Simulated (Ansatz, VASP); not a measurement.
# One calculation of TaN, two programs

```
Ta N
1.0
     0.00000    2.17900    2.17900
     2.17900    0.00000    2.17900
     2.17900    2.17900    0.00000
Ta N
1 1
Direct
  0.50000 0.50000 0.50000
  0.02650 0.02650 0.02650
```

Alike in both runs: task single point; functional PBE; k mesh 9 × 9 × 9; occupations fermi-dirac, width 0.02 eV; no spin polarisation.

|  | VASP | Ansatz |
| --- | --- | --- |
| version | VASP 6.6.1 | Ansatz 0.2.0 |
| potentials or method | VASP PAW PBE potentials, release 64 (Ta_pv, N), cutoff 520 eV | all-electron LAPW, scalar-relativistic |

VASP gave:

- pressure (GPa): 22.7
- largest component of the traceless stress (GPa): 2.15
- rms of the force components (eV/Å): 1.131

Problem. Which values does Ansatz return?

Solution. Pressure (GPa): 21.6; largest component of the traceless stress (GPa): 2.11; rms of the force components (eV/Å): 1.108.

Atom by atom the forces differ by 0.023 eV/Å (rms over components). Ansatz ran all-electron here, so the differences hold the error of VASP's frozen core and of both bases.

Caveats: so large a pressure means that the cell lies far from this level's equilibrium, or that cutoff or potentials fall short (VASP); forces of over 1 eV/Å show positions far from the minimum, so gaps and moduli don't describe the material at rest. The runs have no spin-orbit coupling, so splittings on Ta are missing.
